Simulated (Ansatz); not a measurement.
Sr (Fm-3m): electronic heat capacity and spin susceptibility from the density of states

Method: DFT PBE, scalar-relativistic, plane waves, PAW in Ansatz 0.2.0.

Settings: cutoff 420 eV, Γ-centred mesh 12×12×12 on the computed 1-atom cell, Gaussian smearing of 0.10 eV; no spin polarisation.

Relaxed cell: Fm-3m, a = 6.026 Å, b = 6.026 Å, c = 6.026 Å, α = 90.00°, β = 90.00°, γ = 90.00°, 1 atom in the primitive cell.

The density of states at the Fermi level is 0.509 states/eV in the cell of 1 atom (1 formula unit; both spins, tetrahedra on a 18×18×18 mesh).

Task: What Sommerfeld coefficient and Pauli susceptibility does this give?

Result: Per formula unit N(E_F) = 0.509 states/eV. γ = (π²/3) k_B² N(E_F) N_A = 2.357 mJ/(mol K²) per state/eV, so γ = 1.2 mJ/(mol K²), a mole of formula units. χ_P = μ_B² N(E_F) N_A = 3.23×10⁻⁵ emu/mol per state/eV gives 1.6×10⁻⁵ emu/mol. This is the bare band result: a measured γ of the same phase is as a rule larger by a factor 1 + λ from phonons and spin fluctuations, the spin part of χ is larger by the Stoner factor, and a measured χ also holds orbital and core terms. N(E_F) at one energy is sensitive to the mesh where the density of states has sharp peaks.

Cost: 1 run of about 0.15 core-minutes, on Arm Neoverse V1 (shared hosts).